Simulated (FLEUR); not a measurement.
# Ti (P6/mmm) in FLEUR: a series of runs

The runs below take Ti through band structure, equation of state, with LDA.

Program: FLEUR MaX-R8.1 (later development tree). These are calculated values, not measurements. Logs are shortened: lines on timing, memory, paths and dates and some standing lists are left out, and cuts for length are marked.

**1. The structure**

The structure is hexagonal, space group P6/mmm (No. 191). Conventional cell: a = 4.567 Å, b = 4.567 Å, c = 2.826 Å, α = 90.00°, β = 90.00°, γ = 120.00°. Ti (site symmetry -6m2) is surrounded by 11 Ti at 2.64 to 2.99 Å. Ti (site symmetry 6/mmm) is surrounded by 14 Ti at 2.83 to 2.99 Å.

This isn't the form of Ti at room conditions, which is hcp.

**2. Band structure, LDA**

Input file inp.xml:

```xml
<?xml version="1.0" encoding="UTF-8" standalone="no"?>
<fleurInput fleurInputVersion="0.39">
   <comment>
      Ti                                                                                                  
   </comment>
   <calculationSetup>
      <cutoffs Kmax="4.24" Gmax="13.2" GmaxXC="13.2" numbands="0"/>
      <scfLoop itmax="60" minDistance="0.00001" maxIterBroyd="15" imix="Anderson" alpha="0.05" precondParam="0.0" spinf="2.0" sdNocoIR="T"/>
      <coreElectrons ctail="T" frcor="F" kcrel="0" coretail_lmax="0"/>
      <xcFunctional name="vwn" relativisticCorrections="F"/>
      <magnetism jspins="1"/>
      <soc l_soc="F" theta="0.0" phi="0.0" spav="F"/>
      <expertModes spex="0" secvar="F"/>
      <geometryOptimization l_f="F" forcealpha="1.0" forcemix="BFGS" epsdisp="0.00001" epsforce="0.00001"/>
      <ldaU l_linMix="F" mixParam="0.05" spinf="1.0"/>
   </calculationSetup>
   <cell>
      <bzIntegration valenceElectrons="36.0" mode="hist" fermiSmearingEnergy="0.00183747">
         <kPointListSelection listName="default-1"/>
         <!-- k-points included here -->
         <xi:include xmlns:xi="http://www.w3.org/2001/XInclude" href="kpts.xml"> </xi:include>
      </bzIntegration>
      <!-- symmetry operations included here -->
      <xi:include xmlns:xi="http://www.w3.org/2001/XInclude" href="sym.xml"> </xi:include>
      <bulkLattice scale="1.0">
         <bravaisMatrix>
            <row-1>    8.6310875382253194     0.0000000000000000     0.0000000000000000</row-1>
            <row-2>   -4.3155437691126597     7.4747410703805031     0.0000000000000000</row-2>
            <row-3>    0.0000000000000000     0.0000000000000000     5.3408276315200558</row-3>
         </bravaisMatrix>
      </bulkLattice>
   </cell>
   <atomSpecies>
      <species name="Titanium (Ti)" element="Ti" atomicNumber="22">
         <mtSphere radius="2.31" gridPoints="763" logIncrement="0.016"/>
         <atomicCutoffs lmax="9" lnonsphr="7"/>
         <electronConfig flipSpins="F">
            <coreConfig>(1s1/2) (2s1/2) (2p1/2) (2p3/2)</coreConfig>
            <valenceConfig>(3s1/2) (3p1/2) (3p3/2) (4s1/2) (3d3/2) (3d5/2)</valenceConfig>
            <stateOccupation state="(3d3/2)" spinUp="0.400000" spinDown="0.400000"/>
            <stateOccupation state="(3d5/2)" spinUp="0.600000" spinDown="0.600000"/>
         </electronConfig>
         <energyParameters s="4" p="4" d="3" f="4"/>
         <lo type="SCLO" l="0" n="3" eDeriv="0"/>
         <lo type="SCLO" l="1" n="3" eDeriv="0"/>
         <lo type="SCLO" l="1" n="3" eDeriv="1"/>
         <lo type="SCLO" l="2" n="3" eDeriv="2"/>
         <lo type="SCLO" l="3" n="4" eDeriv="2"/>
      </species>
   </atomSpecies>
   <atomGroups>
      <atomGroup species="Titanium (Ti)">
         <relPos label="                   1">-1.000/3.000 1.000/3.000 1.000/2.000</relPos>
         <relPos label="                   2">1.000/3.000 -1.000/3.000 1.000/2.000</relPos>
         <force calculate="T" relaxXYZ="TTT"/>
      </atomGroup>
      <atomGroup species="Titanium (Ti)">
         <relPos label="                   3">.0000000000 .0000000000 .0000000000</relPos>
         <force calculate="T" relaxXYZ="TTT"/>
      </atomGroup>
   </atomGroups>
   <output dos="F" band="F" slice="F">
      <checks vchk="F" cdinf="F"/>
      <bandDOS minEnergy="-.5*Htr" maxEnergy="0.5*Htr" sigma="0.015" storeEVData="T"/>
      <vacuumDOS vacdos="F" integ="F" star="F" nstars="0" locx1="0.0" locy1="0.0" locx2="0.0" locy2="0.0" nstm="0" tworkf="0.0"/>
      <unfoldingBand unfoldBand="F" supercellX="1" supercellY="1" supercellZ="1"/>
      <plotting iplot="0" polar="F">
         <plot TwoD="T" vec1="  1.0  0.0  0.0" vec2="  0.0  1.0  0.0" vec3="  0.0  0.0  1.0" zero="  0.0  0.0  0.0" file="plot"/>
      </plotting>
      <chargeDensitySlicing numkpt="0" minEigenval="0.0" maxEigenval="0.0" nnne="0" pallst="F"/>
      <specialOutput eonly="F"/>
      <moessbauerParams electricFieldGradient="T" isomerShift="T" coreHyperfine="T" valenceHyperfine="T"/>
      <magneticCircularDichroism mcd="F" energyLo="-10.0" energyUp="0.0"/>
   </output>
  <!-- We include the file relax.xml here to enable relaxations (see documentation) -->
  <xi:include xmlns:xi="http://www.w3.org/2001/XInclude" href="relax.xml"> <xi:fallback/> </xi:include>
</fleurInput>
```

Input file crystal.txt:

```
Ti
&input cartesian=F /
4.5673748306  0.0000000000  0.0000000000
-2.2836874153  3.9554626319  0.0000000000
0.0000000000  0.0000000000  2.8262442700
1.8897261246
1.0 1.0 1.0

3
22 0.6666666667  0.3333333333  0.5000000000
22 0.3333333333  0.6666666667  0.5000000000
22 0.0000000000  0.0000000000  0.0000000000

&kpt div1=7 div2=7 div3=9 gamma=T /
```

Input file inp.xml (bands):

```
<?xml version="1.0" encoding="UTF-8" standalone="no"?>
<fleurInput fleurInputVersion="0.39">
   <comment>
      Ti                                                                                                  
   </comment>
   <calculationSetup>
      <cutoffs Kmax="4.24" Gmax="13.2" GmaxXC="13.2" numbands="0"/>
      <scfLoop itmax="60" minDistance="0.00001" maxIterBroyd="15" imix="Anderson" alpha="0.05" precondParam="0.0" spinf="2.0" sdNocoIR="T"/>
      <coreElectrons ctail="T" frcor="F" kcrel="0" coretail_lmax="0"/>
      <xcFunctional name="vwn" relativisticCorrections="F"/>
      <magnetism jspins="1"/>
      <soc l_soc="F" theta="0.0" phi="0.0" spav="F"/>
      <expertModes spex="0" secvar="F"/>
      <geometryOptimization l_f="F" forcealpha="1.0" forcemix="BFGS" epsdisp="0.00001" epsforce="0.00001"/>
      <ldaU l_linMix="F" mixParam="0.05" spinf="1.0"/>
   </calculationSetup>
   <cell>
      <bzIntegration valenceElectrons="36.0" mode="hist" fermiSmearingEnergy="0.00183747">
         <kPointListSelection listName="path-1"/>
         <!-- k-points included here -->
         <xi:include xmlns:xi="http://www.w3.org/2001/XInclude" href="kpts.xml"> </xi:include>
      </bzIntegration>
      <!-- symmetry operations included here -->
      <xi:include xmlns:xi="http://www.w3.org/2001/XInclude" href="sym.xml"> </xi:include>
      <bulkLattice scale="1.0">
         <bravaisMatrix>
            <row-1>    8.6310875382253194     0.0000000000000000     0.0000000000000000</row-1>
            <row-2>   -4.3155437691126597     7.4747410703805031     0.0000000000000000</row-2>
            <row-3>    0.0000000000000000     0.0000000000000000     5.3408276315200558</row-3>
         </bravaisMatrix>
      </bulkLattice>
   </cell>
   <atomSpecies>
      <species name="Titanium (Ti)" element="Ti" atomicNumber="22">
         <mtSphere radius="2.31" gridPoints="763" logIncrement="0.016"/>
         <atomicCutoffs lmax="9" lnonsphr="7"/>
         <electronConfig flipSpins="F">
            <coreConfig>(1s1/2) (2s1/2) (2p1/2) (2p3/2)</coreConfig>
            <valenceConfig>(3s1/2) (3p1/2) (3p3/2) (4s1/2) (3d3/2) (3d5/2)</valenceConfig>
            <stateOccupation state="(3d3/2)" spinUp="0.400000" spinDown="0.400000"/>
            <stateOccupation state="(3d5/2)" spinUp="0.600000" spinDown="0.600000"/>
         </electronConfig>
         <energyParameters s="4" p="4" d="3" f="4"/>
         <lo type="SCLO" l="0" n="3" eDeriv="0"/>
         <lo type="SCLO" l="1" n="3" eDeriv="0"/>
         <lo type="SCLO" l="1" n="3" eDeriv="1"/>
         <lo type="SCLO" l="2" n="3" eDeriv="2"/>
         <lo type="SCLO" l="3" n="4" eDeriv="2"/>
      </species>
   </atomSpecies>
   <atomGroups>
      <atomGroup species="Titanium (Ti)">
         <relPos label="                   1">-1.000/3.000 1.000/3.000 1.000/2.000</relPos>
         <relPos label="                   2">1.000/3.000 -1.000/3.000 1.000/2.000</relPos>
         <force calculate="T" relaxXYZ="TTT"/>
      </atomGroup>
      <atomGroup species="Titanium (Ti)">
         <relPos label="                   3">.0000000000 .0000000000 .0000000000</relPos>
         <force calculate="T" relaxXYZ="TTT"/>
      </atomGroup>
   </atomGroups>
   <output dos="F" band="T" slice="F">
      <checks vchk="F" cdinf="F"/>
      <bandDOS minEnergy="-.5*Htr" maxEnergy="0.5*Htr" sigma="0.015" storeEVData="T"/>
      <vacuumDOS vacdos="F" integ="F" star="F" nstars="0" locx1="0.0" locy1="0.0" locx2="0.0" locy2="0.0" nstm="0" tworkf="0.0"/>
      <unfoldingBand unfoldBand="F" supercellX="1" supercellY="1" supercellZ="1"/>
      <plotting iplot="0" polar="F">
         <plot TwoD="T" vec1="  1.0  0.0  0.0" vec2="  0.0  1.0  0.0" vec3="  0.0  0.0  1.0" zero="  0.0  0.0  0.0" file="plot"/>
      </plotting>
      <chargeDensitySlicing numkpt="0" minEigenval="0.0" maxEigenval="0.0" nnne="0" pallst="F"/>
      <specialOutput eonly="F"/>
      <moessbauerParams electricFieldGradient="T" isomerShift="T" coreHyperfine="T" valenceHyperfine="T"/>
      <magneticCircularDichroism mcd="F" energyLo="-10.0" energyUp="0.0"/>
   </output>
  <!-- We include the file relax.xml here to enable relaxations (see documentation) -->
  <xi:include xmlns:xi="http://www.w3.org/2001/XInclude" href="relax.xml"> <xi:fallback/> </xi:include>
</fleurInput>
```

Potentials or basis: all-electron, FLAPW.

Launch:

```sh
$ inpgen -f crystal.txt -profile fastHighL
$ # inp.xml edited to the form shown
$ fleur_MPI
$ fleur_MPI   # second run, on inp.xml (bands)
```

What it wrote:

```text
Welcome to FLEUR        (www.flapw.de)
      MaX-Release 8.1          (www.max-centre.eu)

 ========== k-point set info ==========
 Selected k-point list: default-1
 k-point list type: mesh
 7 x 7 x 9
 Number of k points: 40

 ------------Calculation Setup---------------------------
 Number of MPI-tasks      :            1
 Number of PE/node        :            1
 Number of OMP-threads    :            1
 Most efficient MPI parallelization for:
           1           2           4           5           8          10          20          40
 Additional eigenvalue parallelization possible
 Number of basis functions:          557
 Approximate size of matrices (H+S) per k-point:         0.005 GB
 --------------------------------------------------------
 Iteration:     1   Distance:       8.26150362 me/bohr^3
 Iteration:     2   Distance:       6.98739150 me/bohr^3
 Iteration:     3   Distance:       4.72170324 me/bohr^3
 Iteration:     4   Distance:       2.75645827 me/bohr^3
 Iteration:     5   Distance:       2.20796834 me/bohr^3
 Iteration:     6   Distance:       0.65477075 me/bohr^3
 Iteration:     7   Distance:       1.12724562 me/bohr^3
 Iteration:     8   Distance:       0.49256879 me/bohr^3
 Iteration:     9   Distance:       0.12161907 me/bohr^3
 Iteration:    10   Distance:       0.01930083 me/bohr^3
 Iteration:    11   Distance:       0.01353803 me/bohr^3
 Iteration:    12   Distance:       0.00617369 me/bohr^3
 Iteration:    13   Distance:       0.00262594 me/bohr^3
 Iteration:    14   Distance:       0.00030430 me/bohr^3
 Iteration:    15   Distance:       0.00050509 me/bohr^3
 Iteration:    16   Distance:       0.00023604 me/bohr^3
 Iteration:    17   Distance:       0.00017195 me/bohr^3
 Iteration:    18   Distance:       0.00006267 me/bohr^3
 Iteration:    19   Distance:       0.00001152 me/bohr^3
 Iteration:    20   Distance:       0.00000192 me/bohr^3

 ********************************************************************
 Run finished successfully
 Stop message:
   all done
 ********************************************************************
```

Wall time 77 s (1 thread of Arm Neoverse V1, shared host); peak memory 0.06 GiB.

Results:

| Item | Value |
| --- | --- |
| Free energy | -69553.6144 eV |
| Band gap along the path | none (metal or under the smearing width) |
| Valence electrons inside the program's atomic spheres | Ti 10.25, 10.13 (radii Ti 2.31 bohr) |

Levels at the corners of the path, in eV from the Fermi level:
```
point  band 16  band 17  band 18  band 19  band 20  band 21
    Γ    -0.69    -0.57    -0.57    -0.04     0.66     1.27
    M    -0.42    -0.42    -0.36     0.05     0.52     1.02
    K    -0.31    -0.31    -0.09     0.09     0.42     0.42
    Γ    -0.69    -0.57    -0.57    -0.04     0.66     1.27
    A    -1.65    -1.62    -1.62     1.05     1.05     1.24
    L    -1.17    -0.63    -0.62     0.33     0.80     0.99
    H    -1.08    -1.08    -0.94     0.65     0.65     0.77
    A    -1.65    -1.62    -1.62     1.05     1.05     1.24
    L    -1.17    -0.63    -0.62     0.33     0.80     0.99
    M    -0.42    -0.42    -0.36     0.05     0.52     1.02
    K    -0.31    -0.31    -0.09     0.09     0.42     0.42
    H    -1.08    -1.08    -0.94     0.65     0.65     0.77
```

Core levels (eV from the Fermi level):
| atom | levels |
| --- | --- |
| 1 Ti | 1s1/2 -4848.9, 2s1/2 -529.0, 2p1/2 -441.4, 2p3/2 -435.6 |
| 2 Ti | 1s1/2 -4848.9, 2s1/2 -529.0, 2p1/2 -441.4, 2p3/2 -435.6 |
| 3 Ti | 1s1/2 -4849.2, 2s1/2 -529.5, 2p1/2 -441.8, 2p3/2 -436.1 |

**3. Equation of state, LDA, 16.00 Å³/atom (volume scaled by 0.94)**

Changes to inp.xml since step 2:

```diff
@@ -6,3 +6,3 @@
    <calculationSetup>
-      <cutoffs Kmax="4.24" Gmax="13.2" GmaxXC="13.2" numbands="0"/>
+      <cutoffs Kmax="4.38" Gmax="13.6" GmaxXC="13.6" numbands="0"/>
       <scfLoop itmax="60" minDistance="0.00001" maxIterBroyd="15" imix="Anderson" alpha="0.05" precondParam="0.0" spinf="2.0" sdNocoIR="T"/>
@@ -24,3 +24,3 @@
       <xi:include xmlns:xi="http://www.w3.org/2001/XInclude" href="sym.xml"> </xi:include>
-      <bulkLattice scale="1.0">
+      <bulkLattice scale="0.9795861087">
          <bravaisMatrix>
@@ -34,3 +34,3 @@
       <species name="Titanium (Ti)" element="Ti" atomicNumber="22">
-         <mtSphere radius="2.31" gridPoints="763" logIncrement="0.016"/>
+         <mtSphere radius="2.24" gridPoints="763" logIncrement="0.016"/>
          <atomicCutoffs lmax="9" lnonsphr="7"/>
```

Potentials or basis: all-electron, FLAPW.

Launch:

```sh
$ inpgen -f crystal.txt -profile fastHighL
$ # inp.xml edited to the form shown
$ fleur_MPI
```

Wall time 78 s (1 thread of Arm Neoverse V1, shared host); peak memory 0.08 GiB.

Results (log left out):

| Quantity | Value |
| --- | --- |
| Free energy | -69553.7079 eV |
| Band gap on the k mesh | none (metal or under the smearing width) |
| Valence electrons inside the program's atomic spheres | Ti 10.17, 10.05 (radii Ti 2.24 bohr) |

**4. Equation of state, LDA, 16.34 Å³/atom (volume scaled by 0.96)**

Changes to inp.xml since step 3:

```diff
@@ -24,3 +24,3 @@
       <xi:include xmlns:xi="http://www.w3.org/2001/XInclude" href="sym.xml"> </xi:include>
-      <bulkLattice scale="0.9795861087">
+      <bulkLattice scale="0.9864848297">
          <bravaisMatrix>
```

Launch:

```sh
$ inpgen -f crystal.txt -profile fastHighL
$ # inp.xml edited to the form shown
$ fleur_MPI
```

It took 80 s on 1 thread of Arm Neoverse V1, shared host; peak memory 0.08 GiB.

Results (log left out):

* Free energy: -69553.6915 eV
* Band gap on the k mesh: none (metal or under the smearing width)
* Valence electrons inside the program's atomic spheres: Ti 10.14, 10.03 (radii Ti 2.24 bohr)

**5. Equation of state, LDA, 17.02 Å³/atom**

Changes to inp.xml since step 4:

```diff
@@ -24,3 +24,3 @@
       <xi:include xmlns:xi="http://www.w3.org/2001/XInclude" href="sym.xml"> </xi:include>
-      <bulkLattice scale="0.9864848297">
+      <bulkLattice scale="1.0000000000">
          <bravaisMatrix>
```

Launch:

```sh
$ inpgen -f crystal.txt -profile fastHighL
$ # inp.xml edited to the form shown
$ fleur_MPI
```

It took 87 s on 1 thread of Arm Neoverse V1, shared host; peak memory 0.09 GiB.

Results (log left out):

| Property | Result |
| --- | --- |
| Free energy | -69553.6145 eV |
| Band gap on the k mesh | none (metal or under the smearing width) |
| Valence electrons inside the program's atomic spheres | Ti 10.10, 9.99 (radii Ti 2.24 bohr) |

**6. Equation of state, LDA, 17.70 Å³/atom (volume scaled by 1.04)**

Changes to inp.xml since step 5:

```diff
@@ -24,3 +24,3 @@
       <xi:include xmlns:xi="http://www.w3.org/2001/XInclude" href="sym.xml"> </xi:include>
-      <bulkLattice scale="1.0000000000">
+      <bulkLattice scale="1.0131594038">
          <bravaisMatrix>
```

Potentials or basis: all-electron, FLAPW.

Launch:

```sh
$ inpgen -f crystal.txt -profile fastHighL
$ # inp.xml edited to the form shown
$ fleur_MPI
```

It took 91 s on 1 thread of Arm Neoverse V1, shared host; peak memory 0.09 GiB.

Results (log left out):

```
Free energy                                           : -69553.4872 eV
Band gap on the k mesh                                : none (metal or under the smearing width)
Valence electrons inside the program's atomic spheres : Ti 10.06, 9.95 (radii Ti 2.24 bohr)
```

**7. Equation of state, LDA, 18.04 Å³/atom (volume scaled by 1.06)**

Changes to inp.xml since step 6:

```diff
@@ -24,3 +24,3 @@
       <xi:include xmlns:xi="http://www.w3.org/2001/XInclude" href="sym.xml"> </xi:include>
-      <bulkLattice scale="1.0131594038">
+      <bulkLattice scale="1.0196128224">
          <bravaisMatrix>
```

Launch:

```sh
$ inpgen -f crystal.txt -profile fastHighL
$ # inp.xml edited to the form shown
$ fleur_MPI
```

It took 94 s on 1 thread of Arm Neoverse V1, shared host; peak memory 0.09 GiB.

Results (log left out):

```
Free energy                                           : -69553.4076 eV
Band gap on the k mesh                                : none (metal or under the smearing width)
Valence electrons inside the program's atomic spheres : Ti 10.05, 9.94 (radii Ti 2.24 bohr)
```

**8. Equation of state, LDA**

No new run: the results of the series are fitted here.

Results:

- Equilibrium volume: 15.84 Å³/atom (rough: see the caveat)
- Bulk modulus at fixed shape and positions: 129 GPa (rough)

Energy against volume, from the lowest point:
```
volume (Å³/atom)  energy (meV/atom)
          15.999               0.00
          16.339               5.47
          17.020              31.15
          17.701              73.58
          18.041             100.10
```

Caveat: the minimum lies outside the volumes run; the cell was scaled at fixed shape and fractional positions, which overstates the stiffness of a crystal with free parameters, most of all of layers and chains.
